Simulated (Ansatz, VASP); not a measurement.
## Two plane-wave programs on Br

```
CELL_PARAMETERS angstrom
3.34068 -2.30696 0.00000
3.34068 2.30696 0.00000
0.00000 0.00000 8.64389
ATOMIC_POSITIONS crystal
Br 0.36510 0.63490 0.39010
Br 0.13490 0.86510 0.89010
Br 0.63490 0.36510 0.60990
Br 0.86510 0.13490 0.10990
```

Change from the starting cell: volume scaled by 0.98.

Alike in both runs: task single point; functional PBEsol; k mesh 7 × 7 × 3; occupations fermi-dirac, width 0.05 eV; no spin polarisation.

```csv
,VASP,Ansatz
version,VASP 6.6.1,Ansatz 0.2.0
potentials or method,"VASP PAW PBE potentials, release 64 (Br)",Ansatz PAW
plane-wave cutoff (eV),520,420
valence electrons in the cell,28,28
```

|  | VASP | Ansatz | Ansatz less VASP |
| --- | --- | --- | --- |
| gap on the k mesh at the Fermi level (eV) | 1.90 | 1.90 | -0.001 |
| least direct gap on the mesh (eV) | 1.92 | 1.92 | -0.001 |
| pressure (GPa) | 0.7 | 0.7 | -0.05 |
| largest component of the traceless stress (GPa) | 1.30 | 1.24 | -0.060 |
| rms of the force components (eV/Å) | 0.572 | 0.555 | -0.0169 |

Atom by atom the forces differ by 0.017 eV/Å (rms over components). The functional is the same, so the differences come from potentials, cutoffs and numerics.

Caveats: the PAW data sets were made with another functional, which shifts forces and pressure a little (VASP); an odd mesh through Γ misses points on the zone boundary, where band edges often lie (VASP); odd divisions of the mesh miss points on the zone boundary, where band edges often lie, so the gap on the mesh can be too wide (Ansatz); the PAW data sets come from PBE, with cores solved anew for the run's functional, which leaves a small shift of forces and pressure (Ansatz).
